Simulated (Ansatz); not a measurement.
## Mo3Si: energy along a strain

Mo3Si, Pm-3n, a = 4.906 Å. The structure is a COD entry; whether it is the stable form wasn't checked. Ansatz: PBE, PAW, 420 eV, Γ-centred 8×8×8 mesh on 8 atoms, Gaussian smearing 0.15 eV; no spin polarisation. Cell vectors (Å): 4.906 0.000 0.000; 0.000 4.906 0.000; 0.000 0.000 4.906. The cell is strained by x per cent times the pattern (1 1 0 0 0 0) in the order xx yy zz yz xz xy (engineering shears), with fractional coordinates held. y is the free energy over the start, V0 = 14.764 Å³/atom.

| x (%) | y (meV/atom) |
| --- | --- |
| -6.00 | 243.39 |
| -4.50 | ? |
| -3.00 | 55.47 |
| -1.50 | 13.27 |
| 0.00 | 0.00 |
| 1.50 | 11.95 |
| 3.00 | 45.77 |
| 4.50 | 98.49 |
| 5.25 | 131.10 |
| 6.00 | 167.47 |

**Question.** Fit y = c2 x² + c3 x³ to the other rows, get the stiffness along the pattern, and predict the missing energy.

**Answer.** Least squares on the rows shown. y = 5.6937 x² − 0.17684 x³. The clamped-ion stiffness p·C·p = 2 × 56.94 eV × 160.2 / 14.764 Å³ = 1236 GPa. At x = -4.50 the fit asked for gives 131.41 meV/atom. The run gave 130.70 meV/atom, so the fit is 0.71 meV/atom too high, within twice the rms miss on the fitted rows (0.49 meV/atom).

Cost: 10 runs of about 7.4 core-minutes in all, on AMD EPYC (Zen 3) (shared hosts).

Compression costs more than extension at every matched strain, reaching 243.39 against 167.47 meV/atom at the ends of the range. This is the usual anharmonicity of a metallic bond: shortening the contacts steeply raises Pauli repulsion and the kinetic energy of the electrons, while stretching them weakens the d-d and Mo-Si overlap more gradually. The high stiffness fits strong Mo 4d bonding, though an energy curve alone cannot apportion it between Mo-Mo and Mo-Si contacts.

The miss at the withheld point looks systematic rather than random. The cubic fit lies above the computed energies at small and intermediate strains of both signs but below them at both ends, the pattern left by an omitted positive quartic term. The true curvature at the origin is therefore probably slightly lower than the fitted one, and extrapolation beyond the sampled range would tend to underestimate the energy. For a cubic crystal this pattern yields only the sum of C11 and C12, so neither the bulk modulus nor the resistance to tetragonal shear follows from it.
